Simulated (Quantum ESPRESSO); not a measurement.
The system is Si.

```xyz
2
Lattice="0.0000 2.7219 2.7219 2.7219 0.0000 2.7219 2.7219 2.7219 0.0000" Properties=species:S:1:pos:R:3 pbc="T T T"
Si    2.7219    2.7219    2.7219
Si    4.0828    4.0828    4.0828
```

* Program: Quantum ESPRESSO 7.5
* Task: phonons
* Functional: PBE
* Potentials or basis: JTH 2.0 PBE
* Cutoff: 490 eV
* Density cutoff: 2939 eV
* k mesh: 8 × 8 × 8, shifted
* Occupations: fermi-dirac, width 0.05 eV
* Spin: no spin polarisation
* Mixing beta: 0.5
* Most SCF iterations: 120
* SCF threshold: 4e-10 Ry

The cell and the atoms were relaxed first, to 20.45 Å³/atom (a = 3.867 Å, b = 3.867 Å, c = 3.867 Å, α = 60.00°, β = 60.00°, γ = 60.00°), and the response was taken there.

The first run showed a gap, so the response started from a second, tighter run with fixed occupations.

Where do the zone-centre optical modes lie?

T2g at 502 cm⁻¹ (Raman).

Optical modes at Γ, degenerate ones joined, polar ones without the macroscopic field:
```
cm⁻¹  components  symmetry  active in  IR intensity, summed ((D/Å)²/amu)
 502           3       T2g      Raman                               0.00
```

Born effective charge tensors (e):
atom 1, Si
```
0.00 0.00 0.00
0.00 0.00 0.00
0.00 0.00 0.00
```
atom 2, Si
```
0.00 0.00 0.00
0.00 0.00 0.00
0.00 0.00 0.00
```

Caveat: the cutoff is low for these files, which shifts pressure and relaxed volume.
